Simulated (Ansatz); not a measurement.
A run of Ansatz 0.2.0 is set up as follows.

Contents of input.yaml:

```yaml
crystal:
  lattice:
    - [3.35, 0.0, 0.0]
    - [-1.675, 2.9011851027, 0.0]
    - [0.0, 0.0, 5.86]
  atoms:
    - { symbol: Ta, position: [0.0, 0.0, 0.0] }
    - { symbol: S, position: [0.6666666667, 0.3333333333, 0.75] }
    - { symbol: S, position: [0.3333333333, 0.6666666667, 0.25] }
hamiltonian:
  xc: lda
  pseudopotentials: { kind: paw }
kpoints:
  mp_grid: { grid: [8, 8, 4] }
scf:
  occupations: { method: fermi_dirac, width: 0.05 }
output:
  forces: true
  stress: true
elastic:
  mode: relaxed_ion
  stencil: two_point
```

Potentials or basis: Ansatz PAW.

Command:

```console
$ ansatz run input.yaml --threads 2 --pin off --max-ram 5120MiB --backend cpu --events-out ev --progress --plain --runs-dir out
```

Q: Predict the Voigt bulk modulus.

A: 43 GPa.

Q: What does it give for the pressure?

A: -3.0 GPa.

Q: What does it give for the band gap on the k mesh?

A: None (metal or under the smearing width).

Elastic tensor in Voigt notation (GPa, in the Cartesian axes of the cell as first typed):
```
141  30   3  -4   0   0
 30 141   3   4   0   0
  5   5  31   0   0   0
 -4   4   0  13   0   0
  0   0   0   0  13  -4
  0   0   0   0  -4  55
```

Caveat: the cell is more than 3 GPa from zero pressure, which shifts response properties; elastic constants of metals need much finer meshes, so these are rough; the PAW data sets come from PBE, with cores solved anew for the run's functional, which leaves a small shift of forces and pressure. Spin-orbit coupling is left out, which matters for the levels of Ta.
